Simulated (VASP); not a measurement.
Input of a VASP 6.6.1 run:

File INCAR:

```
PREC = Accurate
ENCUT = 520
EDIFF = 1E-7
ISMEAR = -1
SIGMA = 0.1
LREAL = False
LASPH = True
NELM = 100
ALGO = Fast
ISIF = 2
LWAVE = False
LCHARG = True
GGA = PE
LELF = True
LVHAR = True
NBANDS = 21
```

Contents of KPOINTS:

```
regular mesh
0
Gamma
  9 9 4
```

The input POSCAR:

```
Pb
1.0
    3.0386000000     -1.7503000000      0.0000000000
    3.0386000000      1.7503000000      0.0000000000
   -2.1155000000      0.0000000000      6.0952000000
Pb
2
Direct
    0.0915000000      0.0915000000      0.2737000000
    0.9085000000      0.9085000000      0.7263000000
```

Potentials or basis: VASP PAW PBE potentials, release 64 (Pb_d).

The run is started by

```bash
$ cat potpaw_PBE.64/Pb_d/POTCAR > POTCAR
$ mpirun -np 1 vasp_std > vasp.out
```

(1) Predict the largest force.

(2) Predict the pressure.

(3) What does it give for the band gap on the k mesh?

Answers

(1) 0.041 eV/Å.

(2) 0.9 GPa.

(3) none (metal or under the smearing width).
